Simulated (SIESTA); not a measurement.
Crystal: ZnS.

```
Zn S
1.0
     0.00000    2.70200    2.70200
     2.70200    0.00000    2.70200
     2.70200    2.70200    0.00000
Zn S
1 1
Direct
  0.75000 0.75000 0.75000
  0.00000 0.00000 0.00000
```

* Program: SIESTA 5.4.2
* Task: relaxation of cell and atoms
* Functional: APBE
* Potentials or basis: PseudoDojo 0.4 standard (PBE files)
* Basis: DZP (energy shift 0.002 Ry)
* Grid cutoff: 800 Ry
* Energy shift: 0.002 Ry
* k mesh: 9 × 9 × 9
* Occupations: fermi-dirac, width 0.05 eV
* Spin: no spin polarisation

At the start: pressure 4.6 GPa; volume 19.73 Å³/atom.

Question: How do energy, volume and symmetry change on relaxing?

Answer: Over 13 steps the energy falls by 16.8 meV/atom and the volume is 21.00 Å³/atom (+6.4 %); space group F-43m (No. 216, to 0.05 Å).

The path:
```tsv
step	energy change (eV)	largest force (eV/Å)	pressure (GPa)	volume (Å³)
1	0.0000	0.0001	4.62	39.45
2	-0.0274	0.0006	1.89	40.84
3	-0.0272	0.0022	-1.63	43.11
4	-0.0335	0.0018	-0.13	42.02
5	0.5886	4.3609	5.52	42.33
6	-0.0335	0.0012	-0.13	42.02
7	-0.0335	0.0010	-0.13	42.02
8	-0.0335	0.0007	-0.13	42.02
9	-0.0335	0.0003	-0.12	42.01
10	-0.0335	0.0003	-0.12	42.01
11	-0.0335	0.0010	-0.11	42.01
12	-0.0335	0.0024	-0.10	42.00
13	-0.0335	0.0047	-0.09	41.99
```

Final structure:
```yaml
crystal:
  lattice:
    - [0.00003, 2.75883, 2.75883]
    - [2.75883, 0.00003, 2.75883]
    - [2.75883, 2.75883, 0.00003]
  atoms:
    - { symbol: Zn, position: [0.75003, 0.75003, 0.75003] }
    - { symbol: S, position: [0.99998, 0.99998, 0.99998] }
```

Caveat: semicore shells carry a single zeta, which can move pressures by several GPa and volumes by a few percent; the potentials were made for another functional, which shifts forces and pressure; the basis of atomic orbitals isn't converged, which shifts pressures, moduli and gaps.
